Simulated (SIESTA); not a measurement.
SnO2 (Cassiterite):

```
Sn O
1.0
     4.73800    0.00000    0.00000
     0.00000    4.73800    0.00000
     0.00000    0.00000    3.18650
Sn O
2 4
Cartesian
  2.3690 2.3690 1.5933
  0.0000 0.0000 0.0000
  3.8240 0.9140 1.5933
  3.2830 3.2830 0.0000
  0.9140 3.8240 1.5933
  1.4550 1.4550 0.0000
```

```yaml
Program: SIESTA 5.4.2
Task: single point
Functional: PBE
Potentials_or_basis: PseudoDojo 0.4 standard (PBE files)
Basis: DZP (energy shift 0.003 Ry; two zetas on semicore shells)
Grid_cutoff: 800 Ry
Energy_shift: 0.003 Ry
k_mesh: 6 × 6 × 8
Occupations: fermi-dirac, width 0.05 eV
Spin: no spin polarisation
```

On this cell: pressure 17.8 GPa; largest force 0.291 eV/Å; band gap on the k mesh 1.02 eV, direct.

The same run follows on a disturbed copy (atoms moved at random, drawn with an rms of 0.05 Å):

```
Sn O
1.0
     4.73800    0.00000    0.00000
     0.00000    4.73800    0.00000
     0.00000    0.00000    3.18650
Sn O
2 4
Direct
  0.50136 0.50951 0.49746
  0.99024 0.00615 0.99822
  0.80742 0.19471 0.50555
  0.69731 0.69922 0.00342
  0.20807 0.81229 0.50986
  0.30845 0.30649 0.98763
```

**Question.** What does the disturbed cell give?

**Answer.** The energy moves by +18.8 meV/atom; pressure 17.8 GPa; largest force 1.916 eV/Å; band gap on the k mesh 0.90 eV, direct.

Forces in eV/Å, atoms in the order of the input:
```
Sn  -0.220 -0.941 -0.117
Sn   1.778 -0.260  0.665
O   -0.586  0.657 -0.488
O    0.030 -0.338 -0.167
O   -1.076  0.823 -0.460
O    0.074  0.060  0.566
```

Stress tensor (GPa, compression positive):
```
15.33 -0.20 -0.86
-0.20 16.10 -1.02
-0.86 -1.02 21.99
```

Caveats: spin-orbit coupling is left out, which moves the levels of the heavy elements; the basis of atomic orbitals isn't converged, which shifts pressures, moduli and gaps; so large a pressure means that the cell lies far from this level's equilibrium, or that cutoff or potentials fall short (some runs).

